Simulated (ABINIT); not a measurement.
# GaN (F-43m) in ABINIT: notebook, part 2 of 2

ABINIT 10.8.3 (patched build). Earlier steps stand in the parts before.

## Step 3: Equation of state, LDA-PZ

run.abi

```
# Datasets: one volume each
ndtset 7
getwfk -1
scalecart1 3*0.9795861087
scalecart2 3*0.9864848297
scalecart3 3*0.9932883884
scalecart4 3*1.0000000000
scalecart5 3*1.0066227096
scalecart6 3*1.0131594038
scalecart7 3*1.0196128224

# Pseudopotentials
pp_dirpath "./"
pseudos "Ga.LDA_PW-JTH.xml, N.LDA_PW-JTH.xml"

# Structure
acell 3*1.0
rprim
     0.0000000000     4.2584989699     4.2584989699
     4.2584989699     0.0000000000     4.2584989699
     4.2584989699     4.2584989699     0.0000000000
ntypat 2
znucl 31 7
natom 2
typat 1 2
xred
     0.0000000000     0.0000000000     0.0000000000
     0.2500000000     0.2500000000     0.2500000000

# Plane-wave basis
ecut 680.284656 eV
pawecutdg 47.0

# k points
kptopt 1
ngkpt 10 10 10
nshiftk 1
shiftk 0.0 0.0 0.0

# Exchange and correlation
ixc 2

# Bands and occupations
nband 13
occopt 3
tsmear 0.00183747

# SCF cycle
nstep 100
tolvrs 1.0e-9

# Output
iomode 3
prtwf 1
prtden 0
prteig 0
prtebands 0
```

Potentials or basis: JTH PAW LDA v2.0.

Run with:

```sh
$ abinit run.abi > log 2>&1
```

run.abo:

```text
.Version 10.8.3 of ABINIT
 DATASET    1 : space group F-4 3 m (#216); Bravais cF (face-center cubic)
================================================================================
 Values of the parameters that define the memory need for DATASET  1.
     intxc =       0    ionmov =       0      iscf =      17    lmnmax =      18
     lnmax =       6     mgfft =      30  mpssoang =       3    mqgrid =    3001
     natom =       2  nloc_mem =       2    nspden =       1   nspinor =       1
    nsppol =       1      nsym =      24    n1xccc =       1    ntypat =       2
    occopt =       3   xclevel =       1
       mpw =         891          nfft =       27000          nkpt =          47
 PAW method is used; the additional fine FFT grid is defined by:
   mgfftf=        40    nfftf =     64000
================================================================================
================================================================================
[... 71 lines left out ...]
 DATASET    7 : space group F-4 3 m (#216); Bravais cF (face-center cubic)
[... 1477 lines left out ...]
                      -0.0000000000E+00 -0.0000000000E+00 -0.0000000000E+00
            fcart5    -9.2012571342E-32 -3.0670857114E-32  2.1469599980E-31
                       9.2012571342E-32  3.0670857114E-32 -2.1469599980E-31
[... 38 lines left out ...]
                       0.0000000000E+00  0.0000000000E+00  0.0000000000E+00
           xangst1     0.0000000000E+00  0.0000000000E+00  0.0000000000E+00
                       1.1037489448E+00  1.1037489448E+00  1.1037489448E+00
           xangst2     0.0000000000E+00  0.0000000000E+00  0.0000000000E+00
                       1.1115220808E+00  1.1115220808E+00  1.1115220808E+00
           xangst3     0.0000000000E+00  0.0000000000E+00  0.0000000000E+00
                       1.1191879926E+00  1.1191879926E+00  1.1191879926E+00
           xangst4     0.0000000000E+00  0.0000000000E+00  0.0000000000E+00
                       1.1267503030E+00  1.1267503030E+00  1.1267503030E+00
           xangst5     0.0000000000E+00  0.0000000000E+00  0.0000000000E+00
                       1.1342124430E+00  1.1342124430E+00  1.1342124430E+00
           xangst6     0.0000000000E+00  0.0000000000E+00  0.0000000000E+00
                       1.1415776652E+00  1.1415776652E+00  1.1415776652E+00
           xangst7     0.0000000000E+00  0.0000000000E+00  0.0000000000E+00
                       1.1488490566E+00  1.1488490566E+00  1.1488490566E+00
             xred      0.0000000000E+00  0.0000000000E+00  0.0000000000E+00
                       2.5000000000E-01  2.5000000000E-01  2.5000000000E-01
 Calculation completed.
```

Run time: 1.9 min. Hardware: 1 thread of Intel Xeon Platinum 8488C (Sapphire Rapids), shared host; peak memory 0.13 GiB.

Results:

* Equilibrium volume: 11.08 Å³/atom
* Bulk modulus: 202 GPa
* Pressure derivative of the bulk modulus: 4.4

Energy against volume, from the lowest point:
| volume (Å³/atom) | energy (meV/atom) |
| --- | --- |
| 10.757 | 5.69 |
| 10.986 | 0.00 |
| 11.215 | 0.52 |
| 11.444 | 6.63 |
| 11.673 | 17.74 |
| 11.902 | 33.30 |
| 12.131 | 52.83 |

Caveat: the cutoff is too short for stress, so the log's stress isn't used; pressures at fixed basis lie under the slope of the energies.

## Step 4: Band structure, RPBE

run.abi

```
ndtset 2

pp_dirpath "./"
pseudos "Ga.upf, N.upf"

acell 3*1.0 Angstrom
rprim
     0.0000000000     2.2535006075     2.2535006075
     2.2535006075     0.0000000000     2.2535006075
     2.2535006075     2.2535006075     0.0000000000
ntypat 2
znucl 31 7
natom 2
typat 1 2
xred
     0.0000000000     0.0000000000     0.0000000000
     0.2500000000     0.2500000000     0.2500000000

ecut 42.0

ixc 15

occopt 3
tsmear 0.05 eV

nstep 100

iomode 3
prtwf 0
prteig 0
prtebands 0
enunit 1
prtden1 1

kptopt1 1
ngkpt1 10 10 10
nshiftk1 1
shiftk1 0.0 0.0 0.0
nband1 13
tolvrs1 1.0e-10

iscf2 -2
getden2 1
nband2 17
nbdbuf2 2
tolwfr2 1.0e-12
kptopt2 -9
ndivsm2 8
prteig2 1
prtvol2 -3
kptbounds2
     0.0000000000     0.0000000000     0.0000000000
     0.5000000000     0.0000000000     0.5000000000
     0.5000000000     0.2500000000     0.7500000000
     0.3750000000     0.3750000000     0.7500000000
     0.0000000000     0.0000000000     0.0000000000
     0.5000000000     0.5000000000     0.5000000000
     0.6250000000     0.2500000000     0.6250000000
     0.5000000000     0.2500000000     0.7500000000
     0.5000000000     0.5000000000     0.5000000000
     0.3750000000     0.3750000000     0.7500000000
```

Potentials or basis: PseudoDojo NC SR PBE v0.4.1 standard.

Run with:

```sh
$ abinit run.abi > log 2>&1
```

Run time: 2 min. Hardware: 1 thread of Intel Xeon Platinum 8488C (Sapphire Rapids), shared host; peak memory 0.14 GiB.

The run converged. Its results:

- Free energy: -2365.9869 eV
- Pressure: 9.3 GPa
- Band gap on the k mesh: 1.87 eV, direct
- Band gap along the path: 1.87 eV, direct
- Valence electrons inside the program's atomic spheres: Ga 10.87; N 5.25

Levels at the corners of the path, in eV from the valence-band top:
```tsv
point	band 7	band 8	band 9	band 10	band 11	band 12
Γ	0.00	0.00	0.00	1.87	10.50	10.50
X	-6.03	-2.66	-2.66	3.46	6.85	11.82
W	-5.59	-3.65	-3.58	6.29	8.53	10.42
K	-5.76	-4.19	-2.13	5.11	8.00	11.19
Γ	0.00	0.00	0.00	1.87	10.50	10.50
L	-6.94	-0.95	-0.95	4.82	8.80	10.51
U	-5.76	-4.19	-2.13	5.11	8.00	11.19
W	-5.59	-3.65	-3.58	6.29	8.53	10.42
L	-6.94	-0.95	-0.95	4.82	8.80	10.51
K	-5.76	-4.19	-2.13	5.11	8.00	11.19
```

Caveat: the potentials were made for another functional, which shifts forces and pressure.

## Step 5: Summary

```csv
task,level,potentials or basis,cutoff (eV),fine-grid cutoff,gap on the mesh (eV)
band structure,RPBE,JTH PAW PBE v2.0,680,1278.94 eV,1.74
equation of state,LDA-PZ,JTH PAW LDA v2.0,680,1278.94 eV,-
band structure,RPBE,PseudoDojo NC SR PBE v0.4.1 standard,1143,-,1.87
```

Alike in all rows: no spin polarisation; cell as given; k mesh 10 × 10 × 10; smearing fermi-dirac 0.05 eV.

Caveats: the PAW data sets were made with another functional, which shifts forces and pressure a little (some runs); pressures at fixed basis lie under the slope of the energies (some runs); the potentials were made for another functional, which shifts forces and pressure (some runs).

Absolute energies hang on the potentials; compare differences alone.

## Step 6: Against experiment

Step 2. Against the measured gap of GaN, 3.299 eV (direct; 0 K; a printed reference work, textbook), the calculated 1.74 eV is off by -1.56 eV. Spin-orbit coupling on Ga is left out. The value is that of RPBE, without temperature or zero-point motion. Semilocal functionals fall short of measured gaps as a rule. The cell is a database's relaxed one, not the measured one, which moves gaps too.

Step 4. A measured gap of GaN is 3.299 eV (direct; 0 K; a printed reference work, textbook); the calculated 1.87 eV misses it by -1.43 eV. Spin-orbit coupling on Ga is left out. The value is that of RPBE, without temperature or zero-point motion. Semilocal functionals fall short of measured gaps as a rule. The cell is a database's relaxed one, not the measured one, which moves gaps too.
